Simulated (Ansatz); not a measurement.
# Structure relaxation of CoO

These are results of DFT PBE, scalar-relativistic, plane waves, PAW in Ansatz 0.2.0, not measurements. Cutoff 420 eV, Γ-centred k mesh, Gaussian smearing, collinear spin, first started from parallel moments.

This is the end of a relaxation of cell and atoms.

```
Co O
1.0
     2.73798    0.00000    0.00000
     0.00000    2.73798    0.00000
     0.00000    0.00000    5.15197
Co O
2 2
Cartesian
  0.0000 1.3690 0.0000
  1.3690 0.0000 2.5760
  1.3690 1.3690 1.2880
  1.3690 1.3690 3.8640
```

Formation energies are uncorrected and refer to the elements' standard structures at the same level (O₂ as a molecule).

What space group does it have?

P4_2/mmc (No. 131). Conventional cell: a = 2.738 Å, c = 5.152 Å. Around Co lie 4 O at 1.88 Å; O is coordinated by 4 Co at 1.88 Å.

What is its formation energy per atom?

-0.77 eV/atom.

Is it a metal?

Yes, bands cross the Fermi level on the 16×16×10 mesh.

What net moment does it keep?

0.25 μB per atom, with site moments up to 0.41 μB.

The final run used a 16×16×10 mesh on its 4-atom cell and 0.10 eV smearing. For metals, differences of a few meV/atom aren't resolved. The cell came from a trial start, so CoO may not exist in this structure.

Cost: 3 runs of about 7.3 core-minutes in all, on Arm Neoverse V1 (shared hosts).